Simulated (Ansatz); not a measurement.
Input and output of a single-point calculation on ZrO2 (P4_2/nmc) from a database of computed structures (Ansatz 0.2.0, HSE06). The cell was relaxed with r2SCAN and then strained, so it isn't that functional's minimum.

```yaml
crystal:
  lattice:
    - [3.6010285391, 0.0, 0.0]
    - [0.0, 3.6010285391, 0.0]
    - [0.0, 0.0, 5.2271598144]
  atoms:
    - { symbol: Zr, position: [0.0, 0.0, 0.0] }
    - { symbol: Zr, position: [0.5, 0.5, 0.5] }
    - { symbol: O, position: [0.0, 0.5, 0.3030284338] }
    - { symbol: O, position: [0.0, 0.5, 0.8030284338] }
    - { symbol: O, position: [0.5, 0.0, 0.6969715662] }
    - { symbol: O, position: [0.5, 0.0, 0.1969715662] }
kpoints:
  mp_grid: { grid: [4, 4, 4] }
  band_path:
    path:
      - [0.0, 0.0, 0.0]
      - [0.0, 0.5, 0.0]
      - [0.5, 0.5, 0.0]
      - [0.0, 0.0, 0.5]
      - [0.0, 0.5, 0.5]
      - [0.5, 0.5, 0.5]
      - [0.223958, 0.223958, 0.0]
    npoints: 1
hamiltonian:
  xc: hse06
scf:
  occupations: { method: fixed }
  n_extra_bands: 5
output:
  forces: true
  stress: true
  eigenvalues: true
```

Some lines of the output have been replaced by numbered gaps.
```
Functional definition: HSE06
Crystal: 6 atoms, lattice volume = 67.783 Å³
Basis set: ecut = 420 eV, 1297 PW (Γ)
Bands: 29, of which v1, the nominal top of the filled ones, is band 24 counted from 1 (23 counted from 0)
Symmetry: 16 space group operations
Space group: P42/nmc (ITA 137)
k-points: 18 of 64
[warm-up without exact exchange]
SCF 1 stopped early in 3 iterations: F = -10647.832429 eV  dr2 = 2.29e-4
[exact exchange on]
Exchange kernel: α = 0.2500, screened, ω = 0.2079 Å⁻¹, Wigner–Seitz truncation, v(0) = 1029.7850 eV·Å³, q-mesh 4×4×4
SCF 2 stopped early in 7 iterations: F = -10652.167501 eV  dr2 = 6.36e-6
hybrid outer 1: dexx = +3.473e-2 eV, tail = 5.44e-5 eV
SCF 3 converged in 6 iterations: F = -10652.167387 eV  dr2 = 2.67e-10
hybrid outer 2: dexx = +2.934e-6 eV, tail = 1.10e-8 eV, Δε = 2.57e-3 eV, ΔF = 3.71e-3 eV/Å
Free energy (F): -10652.167387 eV
[1]
--- Per-component energies (eV) ---
  E_band       = -241.281531
  E_kinetic    = 1377.579828
  E_local      = -2345.384834
  E_nonlocal   = 335.488078
  E_hartree    = 774.911638
  E_xc         = -500.122356
  E_vxc        = -608.740074
  E_exx        = -141.754796
  E_paw        = -6523.633512
  E_vpaw       = -266.548213
  E_ewald      = -3628.366627
  E_core_change = -0.894838
--- Forces (eV/Å), atoms counted from 1 ---
[2]
--- Stress (GPa, compression-positive) ---
       -2.670276       0.000000       0.000000
        0.000000      -2.670276       0.000000
        0.000000       0.000000      -2.549094
  P = ⅓ Tr σ = -2.6299 GPa (-26.299 kbar)
--- Band table (eV; the first three rows and the last of 18) ---
[3]
```

The rows of the band table are 0: (0, 0, 0) = Γ, 1: (0, 0, 1/4), 2: (0, 0, -1/2) = Z, 17: (-1/2, -1/2, -1/2) = A.

**Question.** What stood in the gaps? They hold the Fermi energy and the band table, the forces.

**Answer.**
```
[1]
Fermi energy:    10.033072 eV
[2]
  atom   1  Zr      0.00000      0.00000      0.00000
  atom   2  Zr      0.00000      0.00000      0.00000
  atom   3  O       0.00000      0.00000      0.04071
  atom   4  O       0.00000      0.00000      0.04071
  atom   5  O       0.00000      0.00000    -0.04071
  atom   6  O       0.00000      0.00000    -0.04071
[3]
  k-point 0: bands = […, 8.6346, 8.6346, 9.3030, 9.8665, 9.9457, 9.9457, 15.7422, 16.2534, 17.0714, 17.0866, …]
  k-point 1: bands = […, 8.4246, 8.9714, 9.0988, 9.0988, 9.9888, 9.9888, 15.9088, 16.5096, 16.8418, 17.1061, …]
  k-point 2: bands = […, 7.1911, 7.1911, 9.4134, 9.4134, 10.0331, 10.0331, 16.3447, 16.3447, 16.9799, 16.9799, …]
  k-point 17: bands = […, 8.1057, 8.1057, 8.4910, 8.4910, 9.9723, 9.9723, 16.9553, 16.9553, 17.4672, 17.4672, …]
```
The trailing digits, and the zero of the energies, depend on the potentials and thresholds.

With HSE06 the valence top lies at Z and the conduction bottom at Γ, 5.71 eV higher; the smallest vertical gap, at Γ, is 5.80 eV. With the atoms held, the mean pressure is -2.6 GPa (compression positive). The stress of a hybrid is loosely converged here. The largest force is 0.04 eV/Å.

**Question.** What wall time did it need on 1 × NVIDIA H100 80GB HBM3 with 2 threads of AMD EPYC 7R13 Processor (Zen 3), on a shared host, load about 3.2 per core, and how much host memory at the peak?

**Answer.** About 56 s, with a peak of 2 GiB.

No spin polarisation and no zero-point or thermal motion.

The meshes of the hybrids are coarse, so their gaps aren't converged to the digits shown.
